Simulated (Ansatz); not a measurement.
## Al2O3: a ladder of calculations

Cell of run 1: a Materials Project structure (computed, not necessarily an observed phase), atoms as given.

```cif
data_Al2O3
_symmetry_space_group_name_H-M 'R-3c:H'
_symmetry_Int_Tables_number 167
_cell_length_a 4.8050
_cell_length_b 4.8050
_cell_length_c 13.1163
_cell_angle_alpha 90.000
_cell_angle_beta 90.000
_cell_angle_gamma 120.000
loop_
_atom_site_label
_atom_site_type_symbol
_atom_site_symmetry_multiplicity
_atom_site_Wyckoff_symbol
_atom_site_fract_x
_atom_site_fract_y
_atom_site_fract_z
Al Al 12 c 0.0000 0.0000 0.1479
O O 18 e 0.0272 0.6667 0.9167
```

One atom of each set is listed; the run and its k-mesh use a cell of 10 atoms with edges of 5.18, 5.18, 5.18 Å.

Relaxed positions (PBE, cell held):

Al (0.0000, 0.0000, 0.1479)
O (0.0272, 0.6667, 0.9167)

All runs are DFT with Ansatz 0.2.0 (plane waves and PAW, scalar-relativistic unless spin–orbit coupling is named, Γ-centred meshes, Fermi–Dirac smearing where given) in this cell.

Run 1: PBE, atoms as given; 420 eV, 8×8×8 k-points, smearing 0.02 eV.
Run 2: r2SCAN, at the relaxed atoms; 500 eV, 8×8×8 k-points, smearing 0.02 eV.
Run 3: LDA, at the relaxed atoms; 420 eV, 8×8×8 k-points, smearing 0.02 eV.

```csv
run,Al V_zz (η),O V_zz (η)
1,0.54 (0.00),-4.00 (0.52)
2,?,?
3,0.55 (0.00),-3.88 (0.52)
```

V_zz in 10²¹ V/m².

Question: Estimate the row of run 2.

Answer: Al: 0.54 (0.00); O: -3.98 (0.52). It lies nearest to run 1, from whose tensors on these sites it differs by 0.02 at most (largest principal value of the difference, on O).

With these PAW files V_zz is typically within 2 to 3 % of all-electron values, but misses above 10 % occur on Al. The cell isn't the equilibrium one in runs 2, 3 (calculated pressure -7, -12 GPa), and the entry's cell may itself be off.
